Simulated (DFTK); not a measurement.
Zr in DFTK: convergence with k mesh

Zr:

```
CELL_PARAMETERS angstrom
3.23200 0.00000 0.00000
-1.61600 2.79899 0.00000
0.00000 0.00000 5.14700
ATOMIC_POSITIONS crystal
Zr 0.66667 0.33333 0.75000
Zr 0.33333 0.66667 0.25000
```

* Program: DFTK 0.8.2
* Task: convergence study
* Functional: LDA
* Potentials or basis: dojo.nc.sr.lda.v0_4_1.standard.upf (LDA)
* Cutoff: 952 eV
* k mesh: 1 × 1 × 1
* Occupations: fermi-dirac, width 0.02 eV
* Spin: no spin polarisation

These are the settings of the first run; the series varies k mesh, with any setting tied to it.

Hardware: 1 thread of Intel(R) Xeon(R) Platinum 8488C (Sapphire Rapids) (shared host).

```
     k mesh  energy less the tightest run, at zero smearing (meV/atom)  pressure (GPa)  SCF cycles
  1 × 1 × 1                                                    1420.90           34.76          24
  3 × 3 × 2                                                     -43.18           -6.75          11
  4 × 4 × 2                                                      37.92           -5.19          10
  5 × 5 × 3                                                       0.48           -5.68          10
  7 × 7 × 4                                                       3.18           -5.89          10
  8 × 8 × 4                                                      -5.84           -5.63          11
10 × 10 × 6                                                      -2.97           -6.19          11
12 × 12 × 6                                                       0.00           -5.95          11
```

Not settled before the last step: the energy (to 1 meV/atom), the pressure (to 0.1 GPa). Meshes of other sizes hit other points, so gaps and Fermi surfaces needn't settle smoothly. The tightest run that finished is the yardstick and may itself not be fully converged.
